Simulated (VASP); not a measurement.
# Ca (I4/mmm) in VASP: further runs

Runs on Ca. Level: PBEsol. Tasks: single point.

All numbers are computed with VASP 6.6.1; they aren't measurements. Logs are shortened: lines on timing, memory, paths and dates and some standing lists are left out, and cuts for length are marked.

## (1) The cell of the first run

It takes space group I4/mmm (No. 139, tetragonal). Conventional cell: a = 4.761 Å, b = 4.761 Å, c = 4.346 Å, α = 90.00°, β = 90.00°, γ = 90.00°. Ca (site symmetry 4/mmm) is surrounded by 10 Ca at 4.01 to 4.35 Å.

This isn't the form of Ca at room conditions, which is fcc.

## (2) Single point, PBEsol (strained and moved within a subgroup)

File INCAR:

```
SYSTEM = Ca
PREC = Accurate
ENCUT = 520
EDIFF = 1E-7
ISMEAR = 0
SIGMA = 0.1
LREAL = .False.
LASPH = .True.
NELM = 100
ALGO = Fast
ISIF = 2
LWAVE = .False.
LCHARG = .False.
GGA = PS
NBANDS = 11
```

File KPOINTS:

```
Automatic mesh
0
Gamma
  14 14 14
  0 0 0
```

File POSCAR:

```
Ca
1.0
   -2.3806730578      2.3806730578      2.1732093325
    2.3806730578     -2.3806730578      2.1732093325
    2.3806730578      2.3806730578     -2.1732093325
Ca
1
Direct
    0.5000000000      0.5000000000      0.0000000000
```

Potentials or basis: VASP PAW PBE potentials, release 64 (Ca_sv).

Command:

```
> cat potpaw_PBE.64/Ca_sv/POTCAR > POTCAR
> mpirun -np 1 vasp_std > vasp.out
```

OUTCAR:

```text
SYSTEM = Ca
   PREC = Accurate
   ENCUT = 520
   EDIFF = 1E-7
   ISMEAR = 0
   LREAL = .False.
   LASPH = .True.
   NELM = 100
   ISIF = 2
   GGA = PS

 ion  position               nearest neighbor table
   1  0.500  0.500  0.000-

  LATTYP: Found a body centered tetragonal cell.
 ALAT       =     4.7613461156
 C/A-ratio  =     0.9128550119

  Lattice vectors:

 A1 = (  -2.3806730578,   2.3806730578,   2.1732093325)
 A2 = (   2.3806730578,  -2.3806730578,   2.1732093325)
 A3 = (   2.3806730578,   2.3806730578,  -2.1732093325)

Analysis of symmetry for initial positions (statically):
=====================================================================
 Subroutine PRICEL returns:
 Original cell was already a primitive cell.

 Routine SETGRP: Setting up the symmetry group for a
 body centered tetragonal supercell.

 Subroutine GETGRP returns: Found 16 space group operations
 (whereof 16 operations were pure point group operations)
 out of a pool of 16 trial point group operations.

The static configuration has the point symmetry D_4h.

Analysis of symmetry for dynamics (positions and initial velocities):
=====================================================================
 Subroutine PRICEL returns:
 Original cell was already a primitive cell.

 Routine SETGRP: Setting up the symmetry group for a
 body centered tetragonal supercell.

 Subroutine GETGRP returns: Found 16 space group operations
 (whereof 16 operations were pure point group operations)
 out of a pool of 16 trial point group operations.

The dynamic configuration has the point symmetry D_4h.

 Subroutine INISYM returns: Found 16 space group operations
 (whereof 16 operations are pure point group operations),
 and found     1 'primitive' translations

----------------------------------------------------------------------------------------

                                     Primitive cell

  volume of cell :      49.2676

  direct lattice vectors                    reciprocal lattice vectors
    -2.380673058  2.380673058  2.173209332     0.000000000  0.210024639  0.230074477
     2.380673058 -2.380673058  2.173209332     0.210024639  0.000000000  0.230074477
     2.380673058  2.380673058 -2.173209332     0.210024639  0.210024639  0.000000000

  length of vectors
     4.007249333  4.007249333  4.007249333     0.311519845  0.311519845  0.297019693

  position of ions in fractional coordinates (direct lattice)
     0.500000000  0.500000000  0.000000000

  ion indices of the primitive-cell ions
   primitive index   ion index
                 1           1

----------------------------------------------------------------------------------------

 KPOINTS: Automatic mesh

Automatic generation of k-mesh.
 Grid dimensions read from file:
 generate k-points for:   14   14   14

 Generating k-lattice:

  Cartesian coordinates                     Fractional coordinates (reciprocal lattice)
     0.000000000  0.015001760  0.016433891     0.071428571 -0.000000000  0.000000000
     0.015001760  0.000000000  0.016433891    -0.000000000  0.071428571  0.000000000
     0.015001760  0.015001760  0.000000000     0.000000000  0.000000000  0.071428571

  Length of vectors
     0.022251418  0.022251418  0.021215692

  Shift w.r.t. Gamma in fractional coordinates (k-lattice)
     0.000000000  0.000000000  0.000000000

 Subroutine IBZKPT returns following result:
 ===========================================

 Found    244 irreducible k-points:

 Following reciprocal coordinates:
            Coordinates               Weight
  0.000000  0.000000  0.000000      1.000000
  0.071429  0.000000 -0.000000      8.000000
  0.142857  0.000000 -0.000000      8.000000
  0.214286  0.000000 -0.000000      8.000000
  0.285714  0.000000 -0.000000      8.000000
  0.357143  0.000000 -0.000000      8.000000
[... 16 lines left out ...]
  0.214286  0.142857 -0.000000     16.000000
  0.285714  0.142857 -0.000000     16.000000
 [... further k-points ...]
   k-points           NKPTS =    244   k-points in BZ     NKDIM =    244   number of bands    NBANDS=     11
   number of dos      NEDOS =    301   number of ions     NIONS =      1
   total plane-waves  NPLWV =  27000
   dimension x,y,z NGX =    30 NGY =   30 NGZ =   30
   dimension x,y,z NGXF=    60 NGYF=   60 NGZF=   60
   ions per type =               1
   NGX,Y,Z   is equivalent  to a cutoff of  12.45, 12.45, 12.45 a.u.
   NGXF,Y,Z  is equivalent  to a cutoff of  24.89, 24.89, 24.89 a.u.
 SYSTEM =  Ca
   PREC   = accura    normal or accurate (medium, high low for compatibility)
   ISTART =      0    job   : 0-new  1-cont  2-samecut
   ICHARG =      2    charge: 1-file 2-atom 10-const
   ISPIN  =      1    spin polarized calculation?
   LNONCOLLINEAR =      F non collinear calculations
   LSORBIT =      F    spin-orbit coupling
   LASPH  =      T    aspherical Exc in radial PAW
   ENCUT  =  520.0 eV  38.22 Ry    6.18 a.u.   7.45  7.45  7.45*2*pi/ulx,y,z
   NELM   =    100;   NELMIN=  2; NELMDL= -5     # of ELM steps
   EDIFF  = 0.1E-06   stopping-criterion for ELM
   LREAL  =      F    real-space projection
   EDIFFG = 0.1E-05   stopping-criterion for IOM
   NSW    =      0    number of steps for IOM
   IBRION =     -1    ionic relax: 0-MD 1-quasi-New 2-CG
   NFREE  =      0    steps in history (QN), initial steepest desc. (CG)
   ISIF   =      2    stress and relaxation
   ISYM   =      2    0-nonsym 1-usesym 2-fastsym
   POTIM  = 0.5000    time-step for ionic-motion
   TEBEG  =    0.0;   TEEND  =   0.0 temperature during run
   PSTRESS=    0.0 pullay stress
   NELECT =      10.0000    total number of electrons
   NUPDOWN=      -1.0000    fix difference up-down
   EMIN   =  10.00;   EMAX   =-10.00  energy-range for DOS
   EFERMI =   0.00;   METHOD = LEGACY
   ISMEAR =     0;   SIGMA  =   0.10  broadening in eV -4-tet -1-fermi 0-gaus
   EFERMI_NEDOS =   21; number of points for ismear=-14 and -15
   IALGO  =     68    algorithm
   IMIX   =      4    mixing-type and parameters
     AMIX     =   0.40;   BMIX     =  1.00
     AMIX_MAG =   1.60;   BMIX_MAG =  1.00
  volume/ion in A,a.u.               =      49.27       332.47
  Fermi-wavevector in a.u.,A,eV,Ry     =   0.962102  1.818109 12.594102  0.925640
  Thomas-Fermi vector in A             =   2.091532
   LORBIT       =      0    0 simple, 1 ext, 2 COOP (PROOUT), +10 PAW based schemes
   GGA     = PS    functional components
   LHFCALC =     F    Hartree Fock is set to
   AEXX    =    0.0000 exact exchange contribution
   IVDW    =     0    specifies the selected vdW correction
   LEPSILON=     F    determine dielectric tensor
   LRPA    =     F    only Hartree local field effects (RPA)
 non-spin polarized calculation
 RMM-DIIS sequential band-by-band and
 Gauss-broadening in eV      SIGMA  =   0.10
  energy-cutoff  :      520.00
  volume of cell :       49.27
 maximum number of plane-waves:      1347
 NGX is ok and might be reduce to    30
   NGX = 15   NGY = 15   NGZ = 15

 number of electron      10.0000000 magnetization

 number of electron       9.9999997 magnetization

 Free energy of the ion-electron system (eV)
  ---------------------------------------------------
  ext. energy  EPLUGINS =         0.00000000
  ---------------------------------------------------
  free energy    TOTEN  =        -2.04406610 eV

  energy without entropy =       -2.03732421  energy(sigma->0) =       -2.04069515

 E-fermi :   1.3676     XC(G=0):  -7.3358

 val. band max:        1.3669570598   @ k =  -0.4286  -0.4286   0.2143
 cond. band min:       1.3805920606   @ k =   0.4286   0.1429  -0.0000
 fundamental gap:      0.0136350008
 Fermi energy:         1.3676164478

 k-point     1 :       0.0000    0.0000    0.0000
  band No.  band energies     occupation
      1     -40.8962      2.00000
      2     -21.9017      2.00000
      3     -21.8967      2.00000
      4     -21.8967      2.00000
      5      -2.4260      2.00000
      6       3.1972      0.00000
      7       3.5708      0.00000
      8       3.5708      0.00000
      9       4.0800      0.00000
     10       4.5238      0.00000
     11      10.4580      0.00000

 k-point     2 :       0.0714    0.0000   -0.0000
  band No.  band energies     occupation
      1     -40.8959      2.00000
      2     -21.9046      2.00000
      3     -21.8981      2.00000
      4     -21.8979      2.00000
      5      -2.3415      2.00000
      6       3.2010      0.00000
      7       3.5340      0.00000
      8       3.5700      0.00000
      9       4.0827      0.00000
     10       4.4781      0.00000
     11      10.4420      0.00000

 k-point     3 :       0.1429    0.0000   -0.0000
  band No.  band energies     occupation
      1     -40.8948      2.00000
      2     -21.9151      2.00000
      3     -21.9021      2.00000
      4     -21.8991      2.00000
      5      -2.0916      2.00000
      6       3.1400      0.00000
      7       3.3790      0.00000
      8       3.6553      0.00000
      9       4.1178      0.00000
     10       4.3929      0.00000
     11      10.2304      0.00000

 k-point     4 :       0.2143    0.0000   -0.0000
  band No.  band energies     occupation
      1     -40.8933      2.00000
      2     -21.9310      2.00000
      3     -21.9079      2.00000
      4     -21.8999      2.00000
      5      -1.6869      2.00000
      6       2.9808      0.00000
      7       3.0723      0.00000
      8       3.8938      0.00000
      9       4.2145      0.00000
     10       4.3411      0.00000
     11       8.9621      0.00000
[... 239 lines left out ...]
 k-point    22 :       0.1429    0.1429   -0.0000
  band No.  band energies     occupation
      1     -40.8925      2.00000
      2     -21.9396      2.00000
      3     -21.9074      2.00000
      4     -21.9050      2.00000
      5      -1.4216      2.00000
      6       2.8721      0.00000
      7       2.9388      0.00000
      8       4.0004      0.00000
      9       4.1635      0.00000
     10       4.4453      0.00000
     11       8.8163      0.00000

 k-point    23 :       0.2143    0.1429   -0.0000
  band No.  band energies     occupation
      1     -40.8910      2.00000
      2     -21.9536      2.00000
      3     -21.9143      2.00000
      4     -21.9064      2.00000
      5      -0.8811      2.00000
      6       2.5828      0.00000
      7       2.6923      0.00000
      8       4.1365      0.00000
      9       4.3307      0.00000
     10       4.6065      0.00000
     11       7.5512      0.00000

 k-point    24 :       0.2857    0.1429   -0.0000
  band No.  band energies     occupation
      1     -40.8896      2.00000
      2     -21.9652      2.00000
      3     -21.9217      2.00000
      4     -21.9070      2.00000
      5      -0.2445      2.00000
      6       2.1719      0.00000
      7       2.5387      0.00000
      8       4.1561      0.00000
      9       4.6760      0.00000
     10       4.7569      0.00000
     11       6.5186      0.00000

 [... further k-points ...]

------------------------ aborting loop because EDIFF is reached ----------------------------------------

  FORCE on cell =-STRESS in cart. coord.  units (eV):
  Direction    XX          YY          ZZ          XY          YZ          ZX
  --------------------------------------------------------------------------------------
  -------------------------------------------------------------------------------------
  Total       -0.7878095     -0.7878095     -0.7386285      0.0000000      0.0000000      0.0000000
  in kB      -25.6195063    -25.6195063    -24.0201413      0.0000000      0.0000000      0.0000000
  external PRESSURE =     -25.0863846 kB  Pullay stress =       0.0000000 kB

 VOLUME and BASIS-vectors are now :
 -----------------------------------------------------------------------------
  energy-cutoff  :      520.00
  volume of cell :       49.27
      direct lattice vectors                 reciprocal lattice vectors
    -2.380673058  2.380673058  2.173209332     0.000000000  0.210024639  0.230074477
     2.380673058 -2.380673058  2.173209332     0.210024639  0.000000000  0.230074477
     2.380673058  2.380673058 -2.173209332     0.210024639  0.210024639  0.000000000

 POSITION                                       TOTAL-FORCE (eV/Angst)
 -----------------------------------------------------------------------------------
      0.00000      0.00000      2.17321         0.000000      0.000000      0.000000
 -----------------------------------------------------------------------------------
    total drift:                                0.000000     -0.000000      0.000000

  FREE ENERGIE OF THE ION-ELECTRON SYSTEM (eV)
  ---------------------------------------------------
  free  energy   TOTEN  =        -2.0440661009 eV

  energy  without entropy=       -2.0373242060  energy(sigma->0) =       -2.04069515
```

It took 62 s on 1 thread of Intel Xeon 6975P-C (Granite Rapids), shared host; peak memory 0.26 GiB.

What came out:

| Property | Result |
| --- | --- |
| Free energy | -2.0441 eV |
| Pressure | -2.5 GPa |
| Band gap on the k mesh | none (metal or under the smearing width) |

Stress tensor (GPa, compression positive):
```
-2.56  0.00  0.00
 0.00 -2.56  0.00
 0.00  0.00 -2.40
```

Caveat: the PAW data sets were made with another functional, which shifts forces and pressure a little.

## (3) Single point, PBEsol (strained and moved within the space group)

File INCAR:

```
ALGO = Fast
EDIFF = 1E-6
ENCUT = 520
GGA = PS
ISIF = 2
ISMEAR = 0
LASPH = True
LCHARG = True
LELF = True
LREAL = False
LVHAR = True
LWAVE = False
NBANDS = 11
NELM = 100
PREC = Accurate
SIGMA = 0.1
```

File KPOINTS:

```
k-points
0
Gamma
  14 14 14
```

File POSCAR:

```
Ca
1.0
   -2.1999344639      2.1999344639      2.2567495399
    2.1999344639     -2.1999344639      2.2567495399
    2.1999344639      2.1999344639     -2.2567495399
Ca
1
Direct
    0.5000000000      0.5000000000      0.0000000000
```

Potentials or basis: VASP PAW PBE potentials, release 64 (Ca_sv).

Command:

```
> cat potpaw_PBE.64/Ca_sv/POTCAR > POTCAR
> mpirun -np 1 vasp_std > vasp.out
```

OUTCAR:

```text
EDIFF = 1E-6
   ENCUT = 520
   GGA = PS
   ISIF = 2
   ISMEAR = 0
   LASPH = True
   LREAL = False
   NELM = 100
   PREC = Accurate

 ion  position               nearest neighbor table
   1  0.500  0.500  0.000-

  LATTYP: Found a body centered tetragonal cell.
 ALAT       =     4.3998689278
 C/A-ratio  =     1.0258258039

  Lattice vectors:

 A1 = (  -2.1999344639,   2.1999344639,   2.2567495399)
 A2 = (   2.1999344639,  -2.1999344639,   2.2567495399)
 A3 = (   2.1999344639,   2.1999344639,  -2.2567495399)
[... 517 lines left out ...]
     11       7.6698      0.00000

 [... further k-points ...]

------------------------ aborting loop because EDIFF is reached ----------------------------------------

  FORCE on cell =-STRESS in cart. coord.  units (eV):
  Direction    XX          YY          ZZ          XY          YZ          ZX
  --------------------------------------------------------------------------------------
  -------------------------------------------------------------------------------------
  Total       -0.3270254     -0.3270254     -0.3023992      0.0000000     -0.0000000      0.0000000
  in kB      -11.9930383    -11.9930383    -11.0899200      0.0000000     -0.0000000      0.0000000
  external PRESSURE =     -11.6919989 kB  Pullay stress =       0.0000000 kB

 VOLUME and BASIS-vectors are now :
 -----------------------------------------------------------------------------
  energy-cutoff  :      520.00
  volume of cell :       43.69
      direct lattice vectors                 reciprocal lattice vectors
    -2.199934464  2.199934464  2.256749540     0.000000000  0.227279498  0.221557595
     2.199934464 -2.199934464  2.256749540     0.227279498  0.000000000  0.221557595
     2.199934464  2.199934464 -2.256749540     0.227279498  0.227279498  0.000000000

 POSITION                                       TOTAL-FORCE (eV/Angst)
 -----------------------------------------------------------------------------------
      0.00000      0.00000      2.25675        -0.000000      0.000000      0.000000
 -----------------------------------------------------------------------------------
    total drift:                                0.000000     -0.000000      0.000000

  FREE ENERGIE OF THE ION-ELECTRON SYSTEM (eV)
  ---------------------------------------------------
  free  energy   TOTEN  =        -2.1095313182 eV

  energy  without entropy=       -2.1010904450  energy(sigma->0) =       -2.10531088
```

Run time: 57 s. Hardware: 1 thread of Intel Xeon 6975P-C (Granite Rapids), shared host; peak memory 0.25 GiB.

What came out:

```
Free energy            : -2.1095 eV
Pressure               : -1.2 GPa
Band gap on the k mesh : none (metal or under the smearing width)
```

Stress tensor (GPa, compression positive):
```
-1.20  0.00  0.00
 0.00 -1.20  0.00
 0.00  0.00 -1.11
```

Caveat: the PAW data sets were made with another functional, which shifts forces and pressure a little.

(Part 1 of 2 ends here.)
